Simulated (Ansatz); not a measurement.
# Response of KCl to small distortions

```yaml
crystal:
  lattice:
    - [3.63400, 0.00000, 0.00000]
    - [0.00000, 3.63400, 0.00000]
    - [0.00000, 0.00000, 3.63400]
  atoms:
    - { symbol: K, position: [0.00000, 0.00000, 0.00000] }
    - { symbol: Cl, position: [0.50000, 0.50000, 0.50000] }
```

Atom numbers follow the list: K1, Cl2.

The cell is COD entry 1000050, as deposited and not checked against the literature; nothing was relaxed.

Theory: DFT, PBEsol, all-electron PAW with datasets made for the crystal, scalar-relativistic in Ansatz 0.2.0.

Sampling and basis: a Γ-centred 7×7×7 k mesh, Fermi–Dirac smearing of 0.01 eV, cutoff 260 eV (chosen by the program for this cell), no spin polarisation.

The unchanged cell is at 2.28 GPa.

Semilocal functionals give too small gaps.

x, y and z are the Cartesian axes of the cell as listed; fractional coordinates follow a strain, and an engineering shear is twice the off-diagonal strain component.

Vzz stands for the principal value of largest size of the field-gradient tensor, whatever its axis.

Problem. With this change (equal xy, yz and zx engineering shear strains of -2 %), what becomes of the energy and stress and field gradients and gap?

Solution. Energy change +1 meV/atom; stress change (xx, yy, zz, yz, xz, xy) 0.06, 0.06, 0.06, 0.31, 0.31, 0.31 GPa, compression positive; Vzz in 10²¹ V/m²: K1 0 → -0.49 (η = 0.00), Cl2 0 → -0.18 (η = 0.00); gap on the k mesh 5.40 → 5.40 eV.

Problem. With this change (equal xy, yz and zx engineering shear strains of -1 %), what becomes of the energy and stress and field gradients and gap?

Solution. Energy change under 1 meV/atom; stress change (xx, yy, zz, yz, xz, xy) 0.01, 0.01, 0.01, 0.14, 0.14, 0.14 GPa, compression positive; Vzz in 10²¹ V/m²: K1 0 → -0.24 (η = 0.00), Cl2 0 → -0.08 (η = 0.00); gap on the k mesh 5.40 → 5.40 eV.

Problem. With this change (equal xy, yz and zx engineering shear strains of +1 %), what becomes of the energy and stress and field gradients and gap?

Solution. Energy change under 1 meV/atom; stress change (xx, yy, zz, yz, xz, xy) 0.01, 0.01, 0.01, -0.12, -0.12, -0.12 GPa, compression positive; Vzz in 10²¹ V/m²: K1 0 → 0.22 (η = 0.00), Cl2 0 → 0.06 (η = 0.00); gap on the k mesh 5.40 → 5.40 eV.

Problem. With this change (equal xy, yz and zx engineering shear strains of +2 %), what becomes of the energy and stress and field gradients and gap?

Solution. Energy change +1 meV/atom; stress change (xx, yy, zz, yz, xz, xy) 0.05, 0.05, 0.05, -0.23, -0.23, -0.23 GPa, compression positive; Vzz in 10²¹ V/m²: K1 0 → 0.43 (η = 0.00), Cl2 0 → 0.11 (η = 0.00); gap on the k mesh 5.40 → 5.40 eV.
